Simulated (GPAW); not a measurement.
Set up this calculation in GPAW 26.7.0, as an ASE script.

| Quantity | Value |
| --- | --- |
| Task | single point |
| Functional | PBE |
| Potentials or basis | GPAW PAW data sets (gpaw-data 1.2.1) |
| Cutoff | 600 eV |
| Basis | pw |
| k mesh | 11 × 11 × 3 |
| Occupations | fermi-dirac, width 0.05 eV |
| Spin | no spin polarisation |
| Maxiter | 60 |

Crystal: Te2Mo.

```
Te Mo
1.0
     3.51820    0.00000    0.00000
    -1.75910    3.04685    0.00000
     0.00000    0.00000   13.97360
Te Mo
4 2
Direct
  0.66667 0.33333 0.37900
  0.33333 0.66667 0.87900
  0.66667 0.33333 0.12100
  0.33333 0.66667 0.62100
  0.66667 0.33333 0.75000
  0.33333 0.66667 0.25000
```

These files were run (other wordings do the same):

run.py

```python
from ase import Atoms
from ase.dft.bandgap import bandgap
from ase.io import write
from ase.units import GPa
from gpaw import GPAW, PW

atoms = Atoms(['Te', 'Te', 'Te', 'Te', 'Mo', 'Mo'],
              cell=[[3.5182, 0.0, 0.0],
                    [-1.7591, 3.0468505756, 0.0],
                    [0.0, 0.0, 13.9736]],
              scaled_positions=[[0.6666666667, 0.3333333333, 0.379],
                                [0.3333333333, 0.6666666667, 0.879],
                                [0.6666666667, 0.3333333333, 0.121],
                                [0.3333333333, 0.6666666667, 0.621],
                                [0.6666666667, 0.3333333333, 0.75],
                                [0.3333333333, 0.6666666667, 0.25]],
              pbc=True)

calc = GPAW(mode=PW(600),
            xc='PBE',
            kpts={'size': (11, 11, 3), 'gamma': True},
            occupations={'name': 'fermi-dirac', 'width': 0.05},
            nbands=46,
            convergence={'density': 1e-05, 'energy': 1e-05},
            maxiter=60,
            txt='gpaw.txt')
atoms.calc = calc
energy = atoms.get_potential_energy()
forces = atoms.get_forces()
stress = atoms.get_stress()
calc.write('gs.gpw')
write('result.traj', atoms)
print(f'Energy: {energy:.6f} eV')
print('Forces (eV/A):')
print(forces.round(4))
print('Stress (GPa):', (stress / GPa).round(3))
print('Fermi level:', round(calc.get_fermi_level(), 4), 'eV')
print(f'Gap: {bandgap(calc)[0]:.4f} eV, direct: {bandgap(calc, direct=True)[0]:.4f} eV')
```

Potentials or basis: GPAW PAW data sets (gpaw-data 1.2.1), pw.

Run with:

```bash
$ OMP_NUM_THREADS=1 python run.py
```

Results of the run:

```json
{"Pressure": "2.3 GPa", "Largest force": "0.104 eV/Å", "Band gap on the k mesh": "0.73 eV, indirect (least direct gap 1.12 eV)"}
```

Caveat: spin-orbit coupling is left out, which moves the levels of the heavy elements; an odd mesh through Γ misses points on the zone boundary, where band edges often lie; this functional lacks dispersion, which binds the layers, so the pressure and a relaxed spacing across them are unreliable.

Wall time 2.3 min on 1 thread of Arm Neoverse V2 (shared host), peak memory 0.39 GiB.
